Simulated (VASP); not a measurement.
Input of a VASP 6.6.1 run:

Contents of INCAR:

```
PREC = Accurate
ENCUT = 650
EDIFF = 1E-7
ISMEAR = 0
SIGMA = 0.05
LREAL = False
LASPH = True
NELM = 120
ALGO = Normal
ISIF = 2
LWAVE = False
LCHARG = False
GGA = CA
NBANDS = 36
```

File KPOINTS:

```
regular mesh
0
Gamma
  10 10 10
```

Contents of POSCAR:

```
B
1.0
    2.4589500000      1.4196754444      4.1935000000
   -2.4589500000      1.4196754444      4.1935000000
    0.0000000000     -2.8393508888      4.1935000000
B
12
Direct
    0.7788200000      0.7788200000      0.3694000000
    0.3694000000      0.7788200000      0.7788200000
    0.7788200000      0.3694000000      0.7788200000
    0.6306000000      0.2211800000      0.2211800000
    0.2211800000      0.2211800000      0.6306000000
    0.2211800000      0.6306000000      0.2211800000
    0.9898100000      0.9898100000      0.3463900000
    0.3463900000      0.9898100000      0.9898100000
    0.9898100000      0.3463900000      0.9898100000
    0.6536100000      0.0101900000      0.0101900000
    0.0101900000      0.0101900000      0.6536100000
    0.0101900000      0.6536100000      0.0101900000
```

Potentials or basis: VASP PAW LDA potentials, release 64 (B).

Command:

```console
$ cat potpaw_LDA.64/B/POTCAR > POTCAR
$ mpirun -np 1 vasp_std > vasp.out
```

(1) Predict the band gap on the k mesh.

(2) What does it give for the largest force?

Answers

(1) 1.44 eV, indirect (least direct gap 1.78 eV).

(2) 0.339 eV/Å.
